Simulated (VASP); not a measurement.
SnSe:

```
CELL_PARAMETERS angstrom
0.00000 3.01000 3.01000
3.01000 0.00000 3.01000
3.01000 3.01000 0.00000
ATOMIC_POSITIONS crystal
Sn 0.00000 0.00000 0.00000
Se 0.50000 0.50000 0.50000
```

Measurements of this composition are mostly on another form, of space group No. 62.

| Quantity | Value |
| --- | --- |
| Program | VASP 6.6.1 |
| Task | relaxation of cell and atoms |
| Functional | PBEsol |
| Potentials or basis | VASP PAW PBE potentials, release 64 (Sn_d, Se) |
| Cutoff | 600 eV |
| k mesh | 10 × 10 × 10 |
| Occupations | gaussian, width 0.03 eV |
| Spin | no spin polarisation |

At the start: pressure -1.8 GPa; volume 27.27 Å³/atom.

Question: How do energy, volume and symmetry change on relaxing?

Answer: Over 3 steps the energy falls by 5.3 meV/atom and the volume is 26.35 Å³/atom (-3.4 %); space group Fm-3m (No. 225, to 0.05 Å).

The path:
| step | energy change (eV) | largest force (eV/Å) | pressure (GPa) | volume (Å³) |
| --- | --- | --- | --- | --- |
| 1 | 0.0000 | 0.0000 | -1.79 | 54.54 |
| 2 | -0.0096 | 0.0000 | 0.58 | 52.17 |
| 3 | -0.0105 | 0.0000 | 0.01 | 52.71 |

Final structure:
```xyz
2
Lattice="0.0000 2.9758 2.9758 2.9758 0.0000 2.9758 2.9758 2.9758 0.0000" Properties=species:S:1:pos:R:3 pbc="T T T"
Sn    0.0000    0.0000    0.0000
Se    2.9758    2.9758    2.9758
```

Caveat: the PAW data sets were made with another functional, which shifts forces and pressure a little.
